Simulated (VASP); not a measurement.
# SiNi (P2_13) in VASP: reference runs

Aim: a first look at SiNi with PBE, on the cell as given and on a disturbed one.

Everything below comes from runs of VASP 6.6.1. Logs are shortened: lines on timing, memory, paths and dates and some standing lists are left out, and cuts for length are marked.

## (1) The structure

Symmetry: P2_13, No. 198, cubic system. Conventional cell: a = 4.504 Å, b = 4.504 Å, c = 4.504 Å, α = 90.00°, β = 90.00°, γ = 90.00°. Ni (site symmetry 3) is surrounded by 7 Si at 2.36 to 2.44 Å. Si (site symmetry 3) is surrounded by 7 Ni at 2.36 to 2.44 Å.

The cell is a database's computed one.

## (2) Single point, PBE, collinear spin, ferromagnetic start

The input, INCAR:

```
PREC     = Accurate       # precision mode
ENCUT    = 520            # plane-wave cutoff, eV
EDIFF    = 1E-7           # SCF threshold, eV
ISMEAR   = -1             # smearing method
SIGMA    = 0.05           # smearing width, eV
LREAL    = False          # projectors in reciprocal space
LASPH    = True           # aspherical terms in the spheres
NELM     = 100            # most SCF steps
ALGO     = Normal         # electronic algorithm
ISIF     = 2              # what is computed and relaxed
LWAVE    = False          # write WAVECAR
LCHARG   = False          # write CHGCAR
ISPIN    = 2              # spin polarisation
MAGMOM   = 1 1 1 1 0 0 0 0 # initial moments
LORBIT   = 11             # projections on sites
LMAXMIX  = 4              # l up to which the mixer works
GGA      = PE             # functional
NBANDS   = 42             # bands
```

The input, KPOINTS:

```
Automatic mesh
0
Gamma
  6 6 6
```

The input, POSCAR:

```
SiNi
1.0
    4.5036940000      0.0000000000      0.0000000000
    0.0000000000      4.5036940000      0.0000000000
    0.0000000000      0.0000000000      4.5036940000
Ni Si
4 4
Direct
    0.1495040000      0.1495040000      0.1495040000
    0.6495040000      0.3504960000      0.8504960000
    0.8504960000      0.6495040000      0.3504960000
    0.3504960000      0.8504960000      0.6495040000
    0.8468300000      0.8468300000      0.8468300000
    0.3468300000      0.6531700000      0.1531700000
    0.1531700000      0.3468300000      0.6531700000
    0.6531700000      0.1531700000      0.3468300000
```

Potentials or basis: VASP PAW PBE potentials, release 64 (Ni, Si).

Command:

```bash
$ cat potpaw_PBE.64/Ni/POTCAR potpaw_PBE.64/Si/POTCAR > POTCAR
$ mpirun -np 1 vasp_std > vasp.out
```

OUTCAR:

```text
PREC = Accurate
   ENCUT = 520
   EDIFF = 1E-7
   ISMEAR = -1
   LREAL = False
   LASPH = True
   NELM = 100
   ISIF = 2
   ISPIN = 2
   LORBIT = 11
   GGA = PE

 ion  position               nearest neighbor table
   1  0.150  0.150  0.150-   5 2.36   6 2.41   7 2.41   8 2.41   6 2.44   7 2.44   8 2.44   2 2.78
                             4 2.78   4 2.78   2 2.78   3 2.78   3 2.78
   2  0.650  0.350  0.850-   6 2.36   5 2.41   7 2.41   8 2.41   7 2.44   8 2.44   5 2.44   3 2.78
                             1 2.78   3 2.78   1 2.78   4 2.78   4 2.78
   3  0.850  0.650  0.350-   7 2.36   6 2.41   5 2.41   8 2.41   8 2.44   5 2.44   6 2.44   2 2.78
                             2 2.78   4 2.78   4 2.78   1 2.78   1 2.78
   4  0.350  0.850  0.650-   8 2.36   6 2.41   7 2.41   5 2.41   6 2.44   7 2.44   5 2.44   1 2.78
                             1 2.78   3 2.78   3 2.78   2 2.78   2 2.78
   5  0.847  0.847  0.847-   1 2.36   2 2.41   3 2.41   4 2.41   2 2.44   3 2.44   4 2.44   6 2.78
                             7 2.78   8 2.78   8 2.78   7 2.78   6 2.78
   6  0.347  0.653  0.153-   2 2.36   1 2.41   3 2.41   4 2.41   3 2.44   4 2.44   1 2.44   8 2.78
                             5 2.78   7 2.78   7 2.78   8 2.78   5 2.78
   7  0.153  0.347  0.653-   3 2.36   2 2.41   1 2.41   4 2.41   4 2.44   1 2.44   2 2.44   8 2.78
                             5 2.78   6 2.78   5 2.78   6 2.78   8 2.78
   8  0.653  0.153  0.347-   4 2.36   2 2.41   3 2.41   1 2.41   2 2.44   3 2.44   1 2.44   7 2.78
                             5 2.78   5 2.78   6 2.78   6 2.78   7 2.78

  LATTYP: Found a simple cubic cell.
 ALAT       =     4.5036940000

  Lattice vectors:

 A1 = (   4.5036940000,   0.0000000000,   0.0000000000)
 A2 = (   0.0000000000,   4.5036940000,   0.0000000000)
 A3 = (   0.0000000000,   0.0000000000,   4.5036940000)

Analysis of symmetry for initial positions (statically):
=====================================================================
 Subroutine PRICEL returns:
 Original cell was already a primitive cell.

 Routine SETGRP: Setting up the symmetry group for a
 simple cubic supercell.

 Subroutine GETGRP returns: Found 12 space group operations
 (whereof  3 operations were pure point group operations)
 out of a pool of 48 trial point group operations.

The static configuration has the point symmetry C_3 .
 The point group associated with its full space group is T   .

Analysis of symmetry for dynamics (positions and initial velocities):
=====================================================================
 Subroutine PRICEL returns:
 Original cell was already a primitive cell.

 Routine SETGRP: Setting up the symmetry group for a
 simple cubic supercell.

 Subroutine GETGRP returns: Found 12 space group operations
 (whereof  3 operations were pure point group operations)
 out of a pool of 48 trial point group operations.

The dynamic configuration has the point symmetry C_3 .
[... 179 lines left out ...]
 val. band max:       11.8194749805   @ k =   0.3333   0.0000   0.0000
 cond. band min:      11.9081318172   @ k =   0.3333   0.0000   0.0000
 fundamental gap:      0.0886568368
 Fermi energy:        11.8963911411

 spin component 1

 k-point     1 :       0.0000    0.0000    0.0000
  band No.  band energies     occupation
      1      -2.2650      1.00000
      2       3.1344      1.00000
      3       3.1344      1.00000
      4       3.1344      1.00000
      5       5.6659      1.00000
      6       5.6659      1.00000
[... 1021 lines left out ...]
     39      18.4488      0.00000
     40      18.4488      0.00000
 Fermi energy:        11.8963911411

 spin component 2

 k-point     1 :       0.0000    0.0000    0.0000
  band No.  band energies     occupation
      1      -2.2650      1.00000
      2       3.1344      1.00000
      3       3.1344      1.00000
      4       3.1344      1.00000
      5       5.6659      1.00000
      6       5.6659      1.00000
[... 1021 lines left out ...]
     39      18.4488      0.00000
     40      18.4488      0.00000
 [bands above 40 left out]

------------------------ aborting loop because EDIFF is reached ----------------------------------------

  FORCE on cell =-STRESS in cart. coord.  units (eV):
  Direction    XX          YY          ZZ          XY          YZ          ZX
  --------------------------------------------------------------------------------------
  -------------------------------------------------------------------------------------
  Total        1.0158369      1.0158369      1.0158369      0.0000000      0.0000000      0.0000000
  in kB       17.8167280     17.8167280     17.8167280      0.0000000      0.0000000      0.0000000
  external PRESSURE =      17.8167280 kB  Pullay stress =       0.0000000 kB

 VOLUME and BASIS-vectors are now :
 -----------------------------------------------------------------------------
  energy-cutoff  :      520.00
  volume of cell :       91.35
      direct lattice vectors                 reciprocal lattice vectors
     4.503694000  0.000000000  0.000000000     0.222039952  0.000000000  0.000000000
     0.000000000  4.503694000  0.000000000     0.000000000  0.222039952  0.000000000
     0.000000000  0.000000000  4.503694000     0.000000000  0.000000000  0.222039952

 POSITION                                       TOTAL-FORCE (eV/Angst)
 -----------------------------------------------------------------------------------
      0.67332      0.67332      0.67332        -0.017437     -0.017437     -0.017437
      2.92517      1.57853      3.83037        -0.017437      0.017437      0.017437
      3.83037      2.92517      1.57853         0.017437     -0.017437      0.017437
      1.57853      3.83037      2.92517         0.017437      0.017437     -0.017437
      3.81386      3.81386      3.81386        -0.012008     -0.012008     -0.012008
      1.56202      2.94168      0.68983        -0.012008      0.012008      0.012008
      0.68983      1.56202      2.94168         0.012008     -0.012008      0.012008
      2.94168      0.68983      1.56202         0.012008      0.012008     -0.012008
 -----------------------------------------------------------------------------------
    total drift:                                0.000000      0.000000     -0.000000

  FREE ENERGIE OF THE ION-ELECTRON SYSTEM (eV)
  ---------------------------------------------------
  free  energy   TOTEN  =       -46.8281438578 eV

  energy  without entropy=      -46.8045432634  energy(sigma->0) =      -46.81634356

 total charge

# of ion       s       p       d       tot
------------------------------------------
    1        0.453   0.602   8.492   9.547
    2        0.453   0.602   8.492   9.547
    3        0.453   0.602   8.492   9.547
    4        0.453   0.602   8.492   9.547
    5        0.739   0.845   0.000   1.584
    6        0.739   0.845   0.000   1.584
    7        0.739   0.845   0.000   1.584
    8        0.739   0.845   0.000   1.584
--------------------------------------------------
tot          4.770   5.788  33.969  44.527

 magnetization (x)

# of ion       s       p       d       tot
------------------------------------------
    1       -0.000   0.000  -0.000   0.000
    2       -0.000   0.000  -0.000   0.000
    3       -0.000   0.000  -0.000   0.000
    4       -0.000   0.000  -0.000   0.000
    5       -0.000  -0.000   0.000  -0.000
    6       -0.000  -0.000   0.000  -0.000
    7       -0.000  -0.000   0.000  -0.000
    8       -0.000  -0.000   0.000  -0.000
--------------------------------------------------
tot         -0.000  -0.000  -0.000  -0.000
```

OSZICAR:

```text
N       E                     dE             d eps       ncg     rms          rms(c)
DAV:   1     0.373914883444E+03    0.37391E+03   -0.23700E+04  4032   0.160E+03
DAV:   2    -0.191942553545E+02   -0.39311E+03   -0.37204E+03  4032   0.345E+02
[... 11 lines left out ...]
DAV:  14    -0.468281492268E+02    0.69959E-05   -0.44076E-06  6336   0.208E-02    0.192E-02
DAV:  15    -0.468281435806E+02    0.56462E-05   -0.42766E-06  6142   0.202E-02    0.542E-03
DAV:  16    -0.468281435031E+02    0.77518E-07   -0.11142E-06  5186   0.714E-03    0.220E-03
DAV:  17    -0.468281437168E+02   -0.21365E-06   -0.41794E-08  2216   0.218E-03    0.818E-04
DAV:  18    -0.468281438288E+02   -0.11200E-06   -0.34375E-08  2214   0.949E-04    0.439E-04
DAV:  19    -0.468281438578E+02   -0.29051E-07   -0.49895E-09  2198   0.669E-04
   1 F= -.46828144E+02 E0= -.46816344E+02  d E =-.236006E-01  mag=    -0.0000
```

It took 3.3 min on 1 thread of Intel Xeon Platinum 8488C (Sapphire Rapids), shared host; peak memory 0.3 GiB.

What came out:

```
Free energy                                           : -46.8281 eV
Pressure                                              : 1.8 GPa
Largest force                                         : 0.030 eV/Å
Band gap on the k mesh                                : none (metal or under the smearing width)
Net moment                                            : 0.00 μB per cell
Valence electrons inside the program's atomic spheres : Ni 9.55; Si 1.58
```

Forces in eV/Å, atoms in the order of the input:
```
Ni  -0.017 -0.017 -0.017
Ni  -0.017  0.017  0.017
Ni   0.017 -0.017  0.017
Ni   0.017  0.017 -0.017
Si  -0.012 -0.012 -0.012
Si  -0.012  0.012  0.012
Si   0.012 -0.012  0.012
Si   0.012  0.012 -0.012
```

Levels at points of the mesh, in eV from the Fermi level:
Spin up:
| k point | band 26 | band 27 | band 28 | band 29 | band 30 | band 31 |
| --- | --- | --- | --- | --- | --- | --- |
| (0.00, 0.00, 0.00) | -1.58 | -1.58 | 0.99 | 0.99 | 0.99 | 1.40 |
| (0.50, 0.00, 0.00) | -1.95 | -0.58 | -0.58 | -0.18 | -0.18 | 2.76 |
| (0.50, 0.50, 0.00) | -1.49 | -0.94 | -0.94 | 0.36 | 0.36 | 0.90 |
| (0.50, 0.50, 0.50) | -1.74 | -1.74 | -1.74 | 4.19 | 4.19 | 4.19 |
Spin down:
```tsv
k point	band 26	band 27	band 28	band 29	band 30	band 31
(0.00, 0.00, 0.00)	-1.58	-1.58	0.99	0.99	0.99	1.40
(0.50, 0.00, 0.00)	-1.95	-0.58	-0.58	-0.18	-0.18	2.76
(0.50, 0.50, 0.00)	-1.49	-0.94	-0.94	0.36	0.36	0.90
(0.50, 0.50, 0.50)	-1.74	-1.74	-1.74	4.19	4.19	4.19
```

## (3) Single point, PBE, collinear spin, ferromagnetic start (atoms moved at random, drawn with an rms of 0.05 Å)

The input, INCAR:

```
SYSTEM = SiNi
  ALGO = Normal
  EDIFF = 1E-7
  ENCUT = 520
  GGA = PE
  ISIF = 2
  ISMEAR = -1
  ISPIN = 2
  LASPH = .True.
  LCHARG = .False.
  LMAXMIX = 4
  LORBIT = 11
  LREAL = .False.
  LWAVE = .False.
  MAGMOM = 1 1 1 1 0 0 0 0
  NBANDS = 42
  NELM = 150
  PREC = Accurate
  SIGMA = 0.05
```

The input, KPOINTS:

```
k-points
0
Gamma
  6 6 6
  0 0 0
```

The input, POSCAR:

```
SiNi
1.0
    4.5036940000      0.0000000000      0.0000000000
    0.0000000000      4.5036940000      0.0000000000
    0.0000000000      0.0000000000      4.5036940000
Ni Si
4 4
Direct
    0.1445210000      0.1539400000      0.1530170000
    0.6577110000      0.3535100000      0.8436350000
    0.8456770000      0.6534450000      0.3430980000
    0.3438800000      0.8517910000      0.6388870000
    0.8410850000      0.8465590000      0.8429000000
    0.3428620000      0.6490120000      0.1632140000
    0.1610180000      0.3448490000      0.6640580000
    0.6523450000      0.1538540000      0.3459540000
```

Potentials or basis: VASP PAW PBE potentials, release 64 (Ni, Si).

Command:

```bash
$ cat potpaw_PBE.64/Ni/POTCAR potpaw_PBE.64/Si/POTCAR > POTCAR
$ mpirun -np 1 vasp_std > vasp.out
```

It took 13 min on 1 thread of Intel Xeon Platinum 8488C (Sapphire Rapids), shared host; peak memory 0.66 GiB.

The run converged. Its results:

```
Free energy                                           : -46.7624 eV
Pressure                                              : 2.2 GPa
Largest force                                         : 0.569 eV/Å
Band gap on the k mesh                                : none (metal or under the smearing width)
Net moment                                            : 0.00 μB per cell
Valence electrons inside the program's atomic spheres : Ni 9.55, 9.56; Si 1.58, 1.59
```

Forces on the atoms (eV/Å):
```
Ni   0.092 -0.256 -0.016
Ni  -0.189 -0.017  0.265
Ni   0.081 -0.197  0.262
Ni   0.106 -0.054  0.474
Si   0.180  0.120  0.028
Si   0.056  0.040 -0.565
Si  -0.332  0.258 -0.381
Si   0.005  0.105 -0.067
```

Stress tensor (GPa, compression positive):
```
 2.58  0.50 -0.46
 0.50  2.08  0.34
-0.46  0.34  1.98
```

Levels at points of the mesh, in eV from the Fermi level:
Spin up:
| k point | band 26 | band 27 | band 28 | band 29 | band 30 | band 31 |
| --- | --- | --- | --- | --- | --- | --- |
| (0.00, 0.00, 0.00) | -1.54 | -1.53 | 0.95 | 0.98 | 1.08 | 1.35 |
| (0.50, 0.00, 0.00) | -1.92 | -0.60 | -0.57 | -0.21 | -0.12 | 2.71 |
| (0.00, 0.50, 0.00) | -1.93 | -0.61 | -0.52 | -0.22 | -0.16 | 2.63 |
| (0.00, 0.00, 0.50) | -1.92 | -0.65 | -0.51 | -0.20 | -0.16 | 2.58 |
| (0.50, 0.50, 0.00) | -1.44 | -0.93 | -0.91 | 0.27 | 0.36 | 0.87 |
| (0.00, 0.50, 0.50) | -1.47 | -0.97 | -0.92 | 0.36 | 0.39 | 0.85 |
| (0.50, 0.00, 0.50) | -1.46 | -0.98 | -0.90 | 0.35 | 0.37 | 0.84 |
| (0.50, 0.50, 0.50) | -1.77 | -1.73 | -1.68 | 4.11 | 4.19 | 4.22 |
Spin down:
```tsv
k point	band 24	band 25	band 26	band 27	band 28	band 29	band 30	band 31	band 32	band 33
(0.00, 0.00, 0.00)	-2.22	-1.62	-1.54	-1.53	0.95	0.98	1.08	1.35	1.42	2.00
(0.50, 0.00, 0.00)	-2.09	-1.96	-1.92	-0.60	-0.57	-0.21	-0.12	2.71	2.73	2.88
(0.00, 0.50, 0.00)	-2.08	-1.93	-1.93	-0.61	-0.52	-0.22	-0.16	2.63	2.73	2.84
(0.00, 0.00, 0.50)	-2.08	-1.94	-1.92	-0.65	-0.51	-0.20	-0.16	2.58	2.67	2.84
(0.50, 0.50, 0.00)	-2.35	-1.50	-1.44	-0.93	-0.91	0.27	0.36	0.87	0.91	3.91
(0.00, 0.50, 0.50)	-2.37	-1.54	-1.47	-0.97	-0.92	0.36	0.39	0.85	0.91	4.00
(0.50, 0.00, 0.50)	-2.34	-1.54	-1.46	-0.98	-0.90	0.35	0.37	0.84	0.99	3.94
(0.50, 0.50, 0.50)	-2.54	-1.80	-1.77	-1.73	-1.68	4.11	4.19	4.22	4.30	4.48
```
